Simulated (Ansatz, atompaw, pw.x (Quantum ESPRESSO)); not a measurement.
# Mo: one change to the PAW (atompaw) potential, in the atom and in the fcc crystal

* Element: molybdenum
* Generator: atompaw 4.2.0.5
* Type: PAW
* Functional: PBE
* Relativity: scalar-relativistic
* Frozen core: [Ar] 3d10
* Valence charge: 14
* Reference configuration: 4s2 4p6 4d5 5s0.5 5p0.5
* Partial waves: 4s (bound): rc 1.95 bohr; 5s (bound): rc 2.70 bohr; 4p (bound): rc 2.10 bohr; 5p (bound): rc 2.70 bohr; 4d (bound): rc 2.70 bohr; 4d channel at 3.85 Ry: rc 2.70 bohr
* Local potential: bessel scheme, radius 2.45 bohr
* Core correction: smooth core density matched at 1.50 bohr
* Augmentation charge: sinc compensation charge, radius 2.45 bohr; PAW radius 2.70 bohr; waves and projectors: custom rrkj gramschmidtortho

Change: wave 4d (bound): rc 2.70 bohr becomes 4d (bound): rc 1.40 bohr.

Cutoffs, loose and tight: the cutoffs (Ry, on a coarse ladder) from which the occupation-weighted sum of valence levels, in a spherical-Bessel basis at the reference potential, stays within 10 and 1 mRy of its value at 400 Ry. They see the waves, projectors and local potential, not the compensation charge or the core.

Crystal test: fcc Mo in pw.x 7.5, no spin, 14³ k-points, Fermi–Dirac smearing 0.01 Ry, cutoffs set for each file from its atomic test. The reference is all-electron LAPW (Ansatz 0.2.0) with the same functional, mesh and smearing; V0 and B0 come from Birch–Murnaghan fits to the pressures at five volumes. Errors are pseudo minus all-electron; Δ is the rms difference of the E(V) curves that follow from these fits, minima aligned, over ±6 % about the mean V0. Mesh and smearing are coarse, so the numbers serve the comparison and aren't converged zero-temperature values; the lattice is a test structure that the element need not adopt.

All-electron: a0 = 4.005 Å (V0 = 16.06 Å³/atom), B0 = 235.3 GPa.

Q: Does the change bring the crystal closer to the all-electron result?

A: The mean pressure error goes from +18.41 to +3.17 GPa, so the change moves the solid closer to the all-electron pressures.

| quantity | base | changed |
| --- | --- | --- |
| outcome (atom) | generated | generated |
| cutoff, loose (atom) | 18 Ry | 45 Ry |
| cutoff, tight (atom) | 35 Ry | 70 Ry |
| bound ghosts (atom) | none | none |
| cutoffs in pw.x (Ry) | 45/450 | 85/850 |
| a0 (Å) | – | 4.021 |
| a0 error (%) | – | +0.42 |
| B0 error (%) | – | +1.6 |
| Δ (meV/atom) | – | 10.6 |
| mean pressure error (GPa) | +18.41 | +3.17 |

A dash: not determined, or the minimum lies outside the volumes sampled.

Base: This is a poor potential for the solid.
